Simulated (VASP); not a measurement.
# Rb (P6_3/mmc) in VASP: notebook, part 2 of 2

VASP 6.6.1. Earlier steps stand in the parts before.

**5. Single point, PBEsol**

This run uses another cell than the first one, of 80.14 Å³/atom, 0.920 times its volume.

The input, INCAR:

```
SYSTEM = Rb
PREC = Accurate ; ENCUT = 520
EDIFF = 1E-7 ; ISMEAR = -1
SIGMA = 0.1 ; LREAL = .FALSE.
LASPH = .TRUE. ; NELM = 60
ALGO = Fast ; ISIF = 2
LWAVE = .FALSE. ; LCHARG = .TRUE.
GGA = PS ; LELF = .TRUE.
LVHAR = .TRUE. ; NBANDS = 26
```

The input, KPOINTS:

```
regular mesh
0
G
  8 8 3
  0 0 0
```

The input, POSCAR:

```
Rb
1.0
    4.8392736490      0.0000000000      0.0000000000
   -2.4196368245      4.1909339159      0.0000000000
    0.0000000000      0.0000000000     15.8050677378
Rb
4
Direct
    0.0000000000      0.0000000000      0.0000000000
    0.0000000000      0.0000000000      0.5000000000
    0.3333333333      0.6666666667      0.2500000000
    0.6666666667      0.3333333333      0.7500000000
```

Potentials or basis: VASP PAW PBE potentials, release 64 (Rb_sv).

The run is started by

```bash
$ cat potpaw_PBE.64/Rb_sv/POTCAR > POTCAR
$ mpirun -np 1 vasp_std > vasp.out
```

OUTCAR:

```text
SYSTEM = Rb
   PREC = Accurate
   ENCUT = 520
   EDIFF = 1E-7
   ISMEAR = -1
   LREAL = .FALSE.
   LASPH = .TRUE.
   NELM = 60
   ISIF = 2
   GGA = PS

 ion  position               nearest neighbor table
   1  0.000  0.000  0.000-   3 4.84   4 4.84   4 4.84   3 4.84   4 4.84   3 4.84
   2  0.000  0.000  0.500-   3 4.84   4 4.84   4 4.84   3 4.84   4 4.84   3 4.84
   3  0.333  0.667  0.250-   1 4.84   2 4.84   1 4.84   2 4.84   1 4.84   2 4.84
   4  0.667  0.333  0.750-   1 4.84   2 4.84   1 4.84   2 4.84   1 4.84   2 4.84

  LATTYP: Found a hexagonal cell.
 ALAT       =     4.8392736490
 C/A-ratio  =     3.2660000000

  Lattice vectors:

 A1 = (   4.8392736490,   0.0000000000,   0.0000000000)
 A2 = (  -2.4196368245,   4.1909339159,   0.0000000000)
 A3 = (   0.0000000000,   0.0000000000,  15.8050677378)

Analysis of symmetry for initial positions (statically):
=====================================================================
 Subroutine PRICEL returns:
 Original cell was already a primitive cell.

 Routine SETGRP: Setting up the symmetry group for a
 hexagonal supercell.

 Subroutine GETGRP returns: Found 24 space group operations
 (whereof 12 operations were pure point group operations)
 out of a pool of 24 trial point group operations.

The static configuration has the point symmetry D_3d.
 The point group associated with its full space group is D_6h.

Analysis of symmetry for dynamics (positions and initial velocities):
=====================================================================
 Subroutine PRICEL returns:
 Original cell was already a primitive cell.

 Routine SETGRP: Setting up the symmetry group for a
 hexagonal supercell.

 Subroutine GETGRP returns: Found 24 space group operations
 (whereof 12 operations were pure point group operations)
 out of a pool of 24 trial point group operations.

The dynamic configuration has the point symmetry D_3d.
 The point group associated with its full space group is D_6h.

 Subroutine INISYM returns: Found 24 space group operations
 (whereof 12 operations are pure point group operations),
 and found     1 'primitive' translations
[... 116 lines left out ...]
  Fermi-wavevector in a.u.,A,eV,Ry     =   0.789853  1.492607  8.488247  0.623869
  Thomas-Fermi vector in A             =   1.895078
   LORBIT       =      0    0 simple, 1 ext, 2 COOP (PROOUT), +10 PAW based schemes
   GGA     = PS    functional components
   LHFCALC =     F    Hartree Fock is set to
   AEXX    =    0.0000 exact exchange contribution
   IVDW    =     0    specifies the selected vdW correction
   LEPSILON=     F    determine dielectric tensor
   LRPA    =     F    only Hartree local field effects (RPA)
 non-spin polarized calculation
 RMM-DIIS sequential band-by-band and
  energy-cutoff  :      520.00
  volume of cell :      320.54
 maximum number of plane-waves:      8669
 NGX is ok and might be reduce to    36
   NGX = 17   NGY = 17   NGZ = 59

 number of electron      36.0000000 magnetization

 Free energy of the ion-electron system (eV)
  ---------------------------------------------------
  ext. energy  EPLUGINS =         0.00000000
  ---------------------------------------------------
  free energy    TOTEN  =        -4.13641739 eV

  energy without entropy =       -4.01771156  energy(sigma->0) =       -4.07706447

 E-fermi :   0.2302     XC(G=0):  -5.8468

 val. band max:        0.1888306739   @ k =   0.2500   0.2500   0.3333
 cond. band min:       0.2765280697   @ k =   0.3750   0.1250   0.3333
 fundamental gap:      0.0876973958
 Fermi energy:         0.2301643866

 k-point     1 :       0.0000    0.0000    0.0000
  band No.  band energies     occupation
      1     -28.5461      2.00000
      2     -28.5427      2.00000
      3     -28.5423      2.00000
      4     -28.5390      2.00000
      5     -12.7265      2.00000
      6     -12.6541      2.00000
[... 569 lines left out ...]
     25       1.9051      0.00000
     26       2.1741      0.00000

------------------------ aborting loop because EDIFF is reached ----------------------------------------

  FORCE on cell =-STRESS in cart. coord.  units (eV):
  Direction    XX          YY          ZZ          XY          YZ          ZX
  --------------------------------------------------------------------------------------
  -------------------------------------------------------------------------------------
  Total        0.5776591      0.5776591      0.4729623      0.0000000      0.0000000      0.0000000
  in kB        2.8873197      2.8873197      2.3640126      0.0000000      0.0000000      0.0000000
  external PRESSURE =       2.7128840 kB  Pullay stress =       0.0000000 kB

 VOLUME and BASIS-vectors are now :
 -----------------------------------------------------------------------------
  energy-cutoff  :      520.00
  volume of cell :      320.54
      direct lattice vectors                 reciprocal lattice vectors
     4.839273649  0.000000000  0.000000000     0.206642582  0.119305150  0.000000000
    -2.419636824  4.190933916  0.000000000     0.000000000  0.238610300  0.000000000
     0.000000000  0.000000000 15.805067738     0.000000000  0.000000000  0.063270846

 POSITION                                       TOTAL-FORCE (eV/Angst)
 -----------------------------------------------------------------------------------
      0.00000      0.00000      0.00000         0.000000      0.000000     -0.000000
      0.00000      0.00000      7.90253         0.000000      0.000000     -0.000000
     -0.00000      2.79396      3.95127         0.000000      0.000000      0.000000
      2.41964      1.39698     11.85380        -0.000000     -0.000000     -0.000000
 -----------------------------------------------------------------------------------
    total drift:                               -0.000000      0.000000      0.000000

  FREE ENERGIE OF THE ION-ELECTRON SYSTEM (eV)
  ---------------------------------------------------
  free  energy   TOTEN  =        -4.1364173883 eV

  energy  without entropy=       -4.0177115574  energy(sigma->0) =       -4.07706447
```

Run time: 2.4 min. Hardware: 1 thread of AMD EPYC 9R45 (Zen 5), shared host; peak memory 0.4 GiB.

Results:

* Free energy: -4.1364 eV
* Pressure: 0.3 GPa
* Band gap on the k mesh: none (metal or under the smearing width)

Levels at points of the mesh, in eV from the Fermi level:
| k point | band 15 | band 16 | band 17 | band 18 | band 19 | band 20 | band 21 | band 22 |
| --- | --- | --- | --- | --- | --- | --- | --- | --- |
| (0.00, 0.00, 0.00) | -12.81 | -12.81 | -2.14 | -1.39 | -1.39 | 0.11 | 0.76 | 2.38 |
| (0.50, 0.00, 0.00) | -12.83 | -12.83 | 0.07 | 0.25 | 0.39 | 0.47 | 0.92 | 1.01 |

Caveat: the PAW data sets were made with another functional, which shifts forces and pressure a little.

**6. Overview**

| cell | k mesh | further INCAR settings | gap on the mesh (eV) | pressure (GPa) |
| --- | --- | --- | --- | --- |
| P6_3/mmc, 87.1 Å³/atom | 10 × 10 × 3 | ALGO = Fast; EDIFF = 1e-06; NBANDS = 26 | none | 0.0 |
| P6_3/mmc, 87.1 Å³/atom | 8 × 8 × 3 | ALGO = Fast; EDIFF = 1e-06; NBANDS = 26 | none | 0.0 |
| P6_3/mmc, 94.07 Å³/atom | 8 × 8 × 3 | ALGO = Fast; EDIFF = 1e-07; NBANDS = 26 | none | -0.2 |
| P6_3/mmc, 80.14 Å³/atom | 8 × 8 × 3 | ALGO = Fast; EDIFF = 1e-07; NBANDS = 26 | none | 0.3 |

Alike in all rows: task single point; level PBEsol; potentials or basis VASP PAW PBE potentials, release 64 (Rb_sv); no spin polarisation; cutoff (eV) 520; smearing fermi-dirac 0.1 eV.

Every run on the cell as given and a fine mesh finds a metal.

Caveats: the PAW data sets were made with another functional, which shifts forces and pressure a little.

Total energies depend on the potentials used, so only differences within one code and one set of settings carry meaning.
